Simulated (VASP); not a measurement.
W: relaxation of cell and atoms with rev-vdW-DF2

The system is W.

```xyz
1
Lattice="-1.5823 1.5823 1.5823 1.5823 -1.5823 1.5823 1.5823 1.5823 -1.5823" Properties=species:S:1:pos:R:3 pbc="T T T"
W     0.0000    0.0000    0.0000
```

```json
{"Program": "VASP 6.6.1", "Task": "relaxation of cell and atoms", "Functional": "rev-vdW-DF2", "Potentials or basis": "VASP PAW PBE potentials, release 64 (W_sv)", "Cutoff": "600 eV", "k mesh": "16 × 16 × 16", "Occupations": "methfessel-paxton, width 0.1 eV", "Spin": "no spin polarisation", "Further INCAR settings": "ALGO = Normal; EDIFF = 1e-06; IBRION = 2; EDIFFG = -0.01; NSW = 90; ISIF = 3"}
```

The relaxed volume is 15.94 Å³/atom and the relaxed cell is a = 2.746 Å, b = 2.746 Å, c = 2.746 Å, α = 109.47°, β = 109.47°, γ = 109.47°. The space group after relaxing (to 0.05 Å) is Im-3m (No. 229). The energy gained by relaxing is 0.5 meV/atom and the ionic steps are 3. The pressure after relaxing is -0.1 GPa. The band gap on the k mesh is none (metal or under the smearing width).

Step by step:
| step | energy change (eV) | largest force (eV/Å) | pressure (GPa) | volume (Å³) |
| --- | --- | --- | --- | --- |
| 1 | 0.0000 | 0.0000 | 1.79 | 15.85 |
| 2 | 0.0056 | 0.0000 | -5.98 | 16.26 |
| 3 | -0.0005 | 0.0000 | -0.08 | 15.94 |

Final structure:
```yaml
crystal:
  lattice:
    - [-1.58531, 1.58531, 1.58531]
    - [1.58531, -1.58531, 1.58531]
    - [1.58531, 1.58531, -1.58531]
  atoms:
    - { symbol: W, position: [0.00000, 0.00000, 0.00000] }
```

Levels at points of the mesh, in eV from the Fermi level:
```csv
k point,band 4,band 5,band 6,band 7,band 8,band 9,band 10,band 11
"(0.00, 0.00, 0.00)",-37.79,-9.61,-1.28,-1.28,-1.28,2.19,2.19,14.54
"(0.50, 0.00, 0.00)",-37.80,-6.27,-3.59,0.70,2.07,3.04,6.04,10.92
"(0.50, 0.50, 0.50)",-38.68,-5.81,-5.81,5.06,5.06,5.06,8.22,8.22
```

Wall time 37 s on 1 thread of Intel(R) Xeon(R) 6975P-C (Granite Rapids), with other jobs on the host, peak memory 0.28 GiB.

Caveat: the PAW data sets were made with another functional, which shifts forces and pressure a little. Spin-orbit coupling is left out, which matters for the levels of W.
